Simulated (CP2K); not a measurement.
The system is PbO.

```
Pb O
1.0
     5.87600    0.00000    0.00000
     0.00000    5.47600    0.00000
     0.00000    0.00000    4.74300
Pb O
4 4
Direct
  0.76900 0.51400 0.25000
  0.23100 0.48600 0.75000
  0.76900 0.98600 0.75000
  0.23100 0.01400 0.25000
  0.13200 0.58200 0.25000
  0.86800 0.41800 0.75000
  0.13200 0.91800 0.75000
  0.86800 0.08200 0.25000
```

Base run:

```yaml
Program: CP2K 2026.2
Functional: PW91
Potentials_or_basis: POTENTIAL_UZH Pb GTH-PBE-q4, O GTH-PBE-q6; DZVP-MOLOPT-PBE-GTH basis
Density_cutoff: 11565 eV
k_mesh: 4 × 4 × 5
Occupations: fermi-dirac, width 0.05 eV
Spin: no spin polarisation
```

Its results: band gap on the k mesh 1.99 eV, indirect (least direct gap 2.27 eV); pressure 4.4 GPa; largest force 1.106 eV/Å.

Task: After a change of settings the same cell gave: band gap on the k mesh 1.91 eV, indirect (least direct gap 2.21 eV); pressure 2.4 GPa; largest force 1.143 eV/Å. Which change was it?
A. functional from PW91 to LDA
B. functional from PW91 to rev-vdW-DF2
C. functional from PW91 to SCAN
D. functional from PW91 to BEEF-vdW

Result: A.

LDA binds more tightly than PW91, so the same cell stands under less pressure.

Caveats: the potentials were made for another functional, which shifts forces and pressure; spin-orbit coupling is left out, which as a rule narrows the gap of such compounds by several tenths of an eV; an odd mesh through Γ misses points on the zone boundary, where band edges often lie; the cell's inner coordinates are idealised or old, which leaves forces on the atoms; the basis of atomic orbitals isn't converged, which shifts pressures, moduli and gaps.

Runs at the PBE level aren't shown here.
